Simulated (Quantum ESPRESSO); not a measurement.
Runs of Quantum ESPRESSO 7.5 on Si2Mo. Symmetry: I4/mmm, No. 139, tetragonal system. Conventional cell: a = 3.200 Å, b = 3.200 Å, c = 7.861 Å, α = 90.00°, β = 90.00°, γ = 90.00°. Mo (site symmetry 4/mmm) is surrounded by 10 Si at 2.62 Å. Si (site symmetry 4mm) is surrounded by 5 Si at 2.61 to 2.63 Å and 5 Mo at 2.62 Å. 

| task | level | potentials or basis | cell | k mesh | cutoff (eV) | smearing | SCF threshold | symmetry | iterations | form of the LDA correlation | mesh quality | gap on the mesh (eV) | pressure (GPa) | V0 of scaled cells (Å³/atom) | B0 (GPa) | largest force (eV/Å) |
| --- | --- | --- | --- | --- | --- | --- | --- | --- | --- | --- | --- | --- | --- | --- | --- | --- |
| equation of state | PBE | SSSP 1.3 efficiency PBE | as given | 12 × 12 × 12 | 816 | fermi-dirac 0.05 eV | 6e-10 Ry | - | - | - | not flagged | - | - | 13.55 | 208 | - |
| equation of state | r2SCAN | SG15 PBE 1.2 | as given | 6 × 6 × 6 | 952 | fermi-dirac 0.05 eV | 1e-08 Ry | off | - | - | coarse | - | - | (c) | 220 | - |
| single point | PBE | SSSP 1.3 efficiency PBE | as given | 12 × 12 × 12 | 816 | fermi-dirac 0.05 eV | 6e-10 Ry | - | - | - | not flagged | none | 2.1 | - | - | 0.28 |
| energy-loss spectrum | PBEsol | PseudoDojo 0.4.1 SR PBEsol standard | as given | 4 × 4 × 4, shifted | 1088 | cold 0.2 eV | 6e-10 Ry | - | 200 | - | coarse | none | -2.2 | - | - | 0.19 |
| energy-loss spectrum | PBEsol | PseudoDojo 0.4 SR PBEsol stringent | as given | 5 × 5 × 5 | 1088 | cold 0.272 eV | 6e-10 Ry | - | 200 | - | coarse | none | (a) | - | - | 0.29 |
| band structure | PBEsol | GBRV 1.5 PBEsol | as given | 12 × 12 × 12 | 612 | fermi-dirac 0.05 eV | 6e-10 Ry | - | - | - | not flagged | none | -3.1 | - | - | 0.33 |
| equation of state | r2SCAN | SG15 PBE 1.2 | as given | 5 × 5 × 5 | 952 | fermi-dirac 0.05 eV | 1e-08 Ry | off | - | - | coarse | - | - | (b) | 219 | - |
| phonons | LDA | GBRV 1.5 LDA | relaxed | 8 × 8 × 8 | 612 | cold 0.272 eV | 6e-10 Ry | - | - | PZ81 | coarse | none | 0.0 | - | - | - |

Alike in all rows: no spin polarisation.

Task: Fill in the values left out.

Result: (a) -2.7; (b) 13.40; (c) 13.39.

Caveats: some runs use coarse meshes; the cell was scaled at fixed shape and fractional positions, which overstates the stiffness of a crystal with free parameters, most of all of layers and chains (some runs); the potentials were made for another functional, which shifts forces and pressure (some runs); the Lanczos chain is short for so many electrons, so humps in the spectrum may be artefacts (some runs).

A k mesh can miss the band edges, and the runs leave out spin-orbit coupling on Mo.

A gap of «none» marks a metal or a gap under the smearing width.

Not every run made on this cell is shown here.
